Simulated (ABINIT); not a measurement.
# CdSe (Cadmoselite): single point with PW91

**Experimental background.**

A printed reference work, data compilation reports, for a bulk crystal of CdSe at 2 K: band gap 1.841 eV.

CdSe (Cadmoselite):

```
Cd Se
1.0
     4.30000    0.00000    0.00000
    -2.15000    3.72391    0.00000
     0.00000    0.00000    7.02000
Cd Se
2 2
Direct
  0.66667 0.33333 0.50000
  0.33333 0.66667 0.00000
  0.66667 0.33333 0.88500
  0.33333 0.66667 0.38500
```

- Program: ABINIT 10.8.3 (patched build)
- Task: single point
- Functional: PW91
- Potentials or basis: JTH PAW PBE v2.0
- Cutoff: 707 eV
- k mesh: 7 × 7 × 4
- Occupations: fermi-dirac, width 0.05 eV
- Spin: no spin polarisation
- Fine-grid cutoff: 1306.15 eV

```yaml
Pressure: 2.7 GPa
Largest_force: 0.285 eV/Å
Band_gap_on_the_k_mesh: 0.65 eV, direct
Valence_electrons_inside_the_program's_atomic_spheres: Cd 10.46; Se 3.98
```

Forces in eV/Å, atoms in the order of the input:
```
Cd   0.000  0.000  0.285
Cd   0.000  0.000  0.285
Se   0.000  0.000 -0.285
Se   0.000  0.000 -0.285
```

Stress tensor (GPa, compression positive):
```
3.41 0.00 0.00
0.00 3.41 0.00
0.00 0.00 1.38
```

Levels at points of the mesh, in eV from the valence-band top:
```tsv
k point	band 14	band 15	band 16	band 17	band 18	band 19	band 20	band 21	band 22
(0.00, 0.00, 0.00)	-0.72	-0.72	-0.01	0.00	0.00	0.65	2.08	5.88	5.88
(0.00, 0.00, 0.50)	-2.58	-0.37	-0.37	-0.37	-0.37	2.30	2.30	5.80	5.80
```

Wall time 2.3 min on 1 thread of Arm Neoverse V1, on a shared host, peak memory 0.27 GiB.

A measured gap of CdSe is 1.841 eV (2 K; a printed reference work, data compilation); the calculated 0.65 eV misses it by -1.19 eV. So large a miss can be the level of theory's own, or it may mean another phase, state or a wrong row. Spin-orbit coupling on Cd, Se is left out. The value is that of PW91, without temperature or zero-point motion. Semilocal functionals fall short of measured gaps as a rule.

Caveat: the PAW data sets were made with another functional, which shifts forces and pressure a little.
